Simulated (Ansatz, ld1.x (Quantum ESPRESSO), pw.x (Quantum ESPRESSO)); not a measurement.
## rubidium (Rb) (diamond): variants of one TM potential in the solid

ld1.x (Quantum ESPRESSO) 7.5 input, shortened:

```
&input
   title='Rb', zed=37., rel=1, dft='PBE', iswitch=3,
   config='[Kr] 4d-2 5s1 5p0'
 /
 &inputp
   pseudotype=2, tm=.true., lloc=-1, rcloc=3.55,
   nlcc=.false.
 /
3
5S  1  0   1.00   0.00  4.20  4.20  0.0
5P  2  1   0.00   0.00  4.20  4.20  0.0
4D  3  2  -2.00   0.10  4.30  4.30  0.0
 &test
   configts(1)='5s1 5p0'
 /
```

Crystal test: diamond Rb in pw.x 7.5, no spin, 8³ k-points, Fermi–Dirac smearing 0.01 Ry, cutoffs set for each file from its atomic test. The reference is all-electron LAPW (Ansatz 0.2.0) with the same functional, mesh and smearing; V0 and B0 come from Birch–Murnaghan fits to the pressures at five volumes. Errors are pseudo minus all-electron; Δ is the rms difference of the E(V) curves that follow from these fits, minima aligned, over ±6 % about the mean V0. Mesh and smearing are coarse, so the numbers serve the comparison and aren't converged zero-temperature values; the lattice is a test structure that the element need not adopt.

All-electron: a0 = 10.418 Å (V0 = 141.33 Å³/atom), B0 = 0.9 GPa.

Base: The logarithmic derivative shows an extra or strongly shifted pseudo pole above the reference energy (s near 0.72 Ry, p near 1.72 Ry).

1 further variants are left out: they gave no file fit for a test, a broken result, the same result as the base, or pressures whose basis-set error rivals the error shown.

A dash in a converged row means that the minimum lies outside the volumes sampled.

| change | cutoffs (Ry) | pw.x | a0 (Å) | a0 error (%) | B0 error (%) | Δ (meV/atom) | mean pressure error (GPa) |
| --- | --- | --- | --- | --- | --- | --- | --- |
| base | 35/140 | converged | 10.463 | +0.43 | -8.4 | 0.4 | +0.01 |
| local potential all-electron potential smoothed inside 2.76 bohr (lloc = -1) | 35/140 | converged; bound ghost | – | – | – | – | -0.01 |
| local potential all-electron potential smoothed inside 3.14 bohr (lloc = -1) | 35/140 | converged | 10.455 | +0.35 | -7.8 | 0.3 | +0.01 |
| local potential all-electron potential smoothed inside 4.80 bohr (lloc = -1) | 35/140 | converged | 10.496 | +0.75 | -11.2 | 0.6 | +0.02 |

**Question.** Give the row for: local potential all-electron potential smoothed inside 3.88 bohr (lloc = -1).

**Answer.** pw.x: converged; mean pressure error (GPa): +0.01; a0 (Å): 10.455; a0 error (%): +0.35; B0 error (%): -7.8; Δ (meV/atom): 0.3.
